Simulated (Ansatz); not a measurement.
# CdS: relaxation of cell and atoms with LDA

CdS:

```
Cd S
1.0
     0.00000    2.75324    2.75324
     2.75324    0.00000    2.75324
     2.75324    2.75324    0.00000
Cd S
1 1
Direct
  0.00000 0.00000 0.00000
  0.50000 0.50000 0.50000
```

Measurements of this composition are mostly on another form, of space group No. 186.

```yaml
Program: Ansatz 0.2.0
Task: relaxation of cell and atoms
Functional: LDA
Potentials_or_basis: Ansatz PAW
Cutoff: "420 eV (not typed: the program's choice for these potentials)"
k_mesh: 8 × 8 × 8
Occupations: fermi-dirac, width 0.05 eV
Spin: no spin polarisation
```

* Relaxed volume: 19.03 Å³/atom
* Relaxed cell: a = 3.776 Å, b = 3.776 Å, c = 3.776 Å, α = 60.00°, β = 60.00°, γ = 60.00°
* Space group after relaxing (to 0.05 Å): Fm-3m (No. 225)
* Energy gained by relaxing: 43.1 meV/atom
* Ionic steps: 6
* Pressure after relaxing: 0.0 GPa
* Band gap on the k mesh: none (metal or under the smearing width)

The path:
| step | energy change (eV) | largest force (eV/Å) | volume (Å³) |
| --- | --- | --- | --- |
| 1 | 0.0000 | 0.0000 | 41.74 |
| 2 | -0.0502 | 0.0000 | 35.97 |
| 3 | -0.0857 | 0.0000 | 38.44 |
| 4 | -0.0868 | 0.0000 | 38.10 |
| 5 | -0.0868 | 0.0000 | 38.06 |
| 6 | -0.0862 | 0.0000 | 38.06 |

Final structure:
```
Cd S
1.0
     0.00000    2.66976    2.66976
     2.66976    0.00000    2.66976
     2.66976    2.66976    0.00000
Cd S
1 1
Direct
  0.00000 0.00000 0.00000
  0.50000 0.50000 0.50000
```

Levels at points of the mesh, in eV from the Fermi level:
| k point | band 10 | band 11 | band 12 | band 13 | band 14 | band 15 | band 16 | band 17 |
| --- | --- | --- | --- | --- | --- | --- | --- | --- |
| (0.00, 0.00, 0.00) | -7.93 | -1.06 | -1.06 | -1.06 | 0.90 | 9.00 | 9.00 | 9.00 |
| (0.00, 0.00, -0.50) | -7.67 | -5.40 | -0.10 | -0.10 | 3.11 | 5.51 | 5.51 | 7.12 |
| (0.00, -0.50, -0.50) | -6.74 | -4.94 | -2.61 | -2.61 | -0.13 | 5.70 | 9.97 | 11.43 |

Run time: 3 s on 2 threads of Intel(R) Xeon(R) Platinum 8488C (Sapphire Rapids), with other jobs on the host, peak memory 0.38 GiB.

Caveat: the plane-wave basis is chosen anew once the cell has moved, so the energies of steps on either side of that aren't comparable; the PAW data sets come from PBE, with cores solved anew for the run's functional, which leaves a small shift of forces and pressure.
